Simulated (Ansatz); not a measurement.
```
CELL_PARAMETERS angstrom
0.00000 1.74665 1.74665
1.74665 0.00000 1.74665
1.74665 1.74665 0.00000
ATOMIC_POSITIONS crystal
B 0.00000 0.00000 0.00000
N 0.25000 0.25000 0.25000
```

| Item | Value |
| --- | --- |
| datasets | all-electron datasets in plane waves (scalar-relativistic, Gaussian nuclei) |
| k mesh | 4×4×4 |
| empty bands | 69 |
| response cutoff | 200 eV |
| frequencies | contour deformation |
| q → 0 term | analytic weight of Carrier, Rohra and Görling |
| band sums | cut at the band count |

A G0W0 run in Ansatz gave a mean-field gap (from Γ to k = (0, -0.5, -0.5)) of 4.55 eV and a quasiparticle gap of 6.21 eV, with ε∞ = 4.9 on this mesh.

(1) Which functional supplied the orbitals?
A. PBE
B. r²SCAN

Answers

(1) A. For comparison, on the same cell, mesh, edges, bands and response cutoff: r²SCAN 5.09 → 6.41 eV. Wave cutoffs: PBE 3300 eV, r²SCAN 2970 eV.

The cell is a model at fixed atoms and needn't be the relaxed known crystal. Points k are given in fractions of the reciprocal vectors. The mesh is coarse, so these are values at the stated settings, not converged ones. Band sums or response are cut, so the gap isn't at its basis limit. The gap is read on the mesh, and the crystal's band edges can lie off it. With r²SCAN or HSE06 the Kohn-Sham levels are generalised ones. Meshes this coarse can overestimate the dielectric constant by a tenth and more.
